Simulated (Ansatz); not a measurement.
# GaN: the cost of one run

Method: DFT, plane waves, PAW, no spin polarisation, in Ansatz 0.2.0.

## Step 1: The structure to begin with

The cell holds 24 atoms (Ga12N12): a = 5.391 Å, b = 5.391 Å, c = 8.087 Å, α = 90.00°, β = 90.00°, γ = 90.00°.

The coordinates stand in the first input below.

## Step 2: Run 1: PBEsol

input.yaml

```yaml
crystal:
  lattice:
    - [5.3911095913, 0.0, 0.0]
    - [0.0, 5.3911095913, 0.0]
    - [0.0, 0.0, 8.086664387]
  atoms:
    - { symbol: Ga, position: [0.0, 0.0, 0.0] }
    - { symbol: "N", position: [0.25, 0.25, 0.1666666667] }
    - { symbol: Ga, position: [0.0, 0.0, 0.3333333333] }
    - { symbol: "N", position: [0.25, 0.25, 0.5] }
    - { symbol: Ga, position: [0.0, 0.0, 0.6666666667] }
    - { symbol: "N", position: [0.25, 0.25, 0.8333333333] }
    - { symbol: Ga, position: [0.0, 0.5, 0.0] }
    - { symbol: "N", position: [0.25, 0.75, 0.1666666667] }
    - { symbol: Ga, position: [0.0, 0.5, 0.3333333333] }
    - { symbol: "N", position: [0.25, 0.75, 0.5] }
    - { symbol: Ga, position: [0.0, 0.5, 0.6666666667] }
    - { symbol: "N", position: [0.25, 0.75, 0.8333333333] }
    - { symbol: Ga, position: [0.5, 0.0, 0.0] }
    - { symbol: "N", position: [0.75, 0.25, 0.1666666667] }
    - { symbol: Ga, position: [0.5, 0.0, 0.3333333333] }
    - { symbol: "N", position: [0.75, 0.25, 0.5] }
    - { symbol: Ga, position: [0.5, 0.0, 0.6666666667] }
    - { symbol: "N", position: [0.75, 0.25, 0.8333333333] }
    - { symbol: Ga, position: [0.5, 0.5, 0.0] }
    - { symbol: "N", position: [0.75, 0.75, 0.1666666667] }
    - { symbol: Ga, position: [0.5, 0.5, 0.3333333333] }
    - { symbol: "N", position: [0.75, 0.75, 0.5] }
    - { symbol: Ga, position: [0.5, 0.5, 0.6666666667] }
    - { symbol: "N", position: [0.75, 0.75, 0.8333333333] }
kpoints:
  mp_grid: { grid: [2, 2, 2] }
hamiltonian:
  xc: pbesol
scf:
  occupations: { method: fermi_dirac, width: 0.02 }
md:
  ensemble: nvt_langevin
  temperature: 100
  timestep: 3.0
  n_steps: 30
  initial_velocities: maxwell_boltzmann
  seed: 7332
```

The run is started by

```bash
ansatz run input.yaml --threads 4 --pin off --max-ram 3686MiB --backend cpu --events-out ev --progress --plain --runs-dir out
```

**Question.** How long does this run take on 4 threads of Arm Neoverse N1, shared host, and how much memory does it need?

About 4.1 min, with a peak of 1.1 GiB.
